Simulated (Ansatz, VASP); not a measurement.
This is a calculation of HfC for VASP 6.6.1.

File INCAR:

```
ALGO = Normal ; EDIFF = 1E-6
ENCUT = 520 ; GGA = CA
ISIF = 2 ; ISMEAR = -1
LASPH = T ; LCHARG = F
LREAL = F ; LWAVE = F
NBANDS = 14 ; NELM = 80
PREC = Accurate ; SIGMA = 0.05
```

Contents of KPOINTS:

```
k-points
0
Gamma
  10 10 10
```

The input POSCAR:

```
HfC
1.0
    0.0000000000      2.2935772291      2.2935772291
    2.2935772291      0.0000000000      2.2935772291
    2.2935772291      2.2935772291      0.0000000000
Hf C
1 1
Direct
    0.5000000000      0.5000000000      0.5000000000
    0.0000000000      0.0000000000      0.0000000000
```

Potentials or basis: VASP PAW LDA potentials, release 64 (Hf_pv, C).

Launch:

```console
$ cat potpaw_LDA.64/Hf_pv/POTCAR potpaw_LDA.64/C/POTCAR > POTCAR
$ mpirun -np 1 vasp_std > vasp.out
```

Translate it to Ansatz 0.2.0. Potentials there: all-electron LAPW, scalar-relativistic.

As run (the cutoff follows the program's own potentials):

input.yaml

```yaml
crystal:
  lattice:
    - [0.0, 2.2935772291, 2.2935772291]
    - [2.2935772291, 0.0, 2.2935772291]
    - [2.2935772291, 2.2935772291, 0.0]
  atoms:
    - { symbol: Hf, position: [0.5, 0.5, 0.5] }
    - { symbol: C, position: [0.0, 0.0, 0.0] }
kpoints:
  mp_grid: { grid: [10, 10, 10] }
scf:
  occupations: { method: fermi_dirac, width: 0.05 }
hamiltonian:
  xc: lda
  pseudopotentials: { kind: all_electron, lapw: { basis_error: 0.001 } }
output:
  forces: true
  stress: true
  eigenvalues: true
```

Potentials or basis: all-electron LAPW, scalar-relativistic.

Run with:

```console
$ ansatz run input.yaml --threads 1 --pin off --max-ram 3072MiB --backend cpu --events-out ev --progress --plain --runs-dir out
```

Both were run:

|  | VASP | Ansatz | Ansatz less VASP |
| --- | --- | --- | --- |
| gap on the k mesh at the Fermi level (eV) | none | none | - |
| pressure (GPa) | -1.8 | -2.3 | -0.46 |

A gap of «none» marks a metal or a gap that the smearing closes. Ansatz ran all-electron here, so the differences hold the error of VASP's frozen core and of both bases.

Spin-orbit coupling is left out, which matters for the levels of Hf.
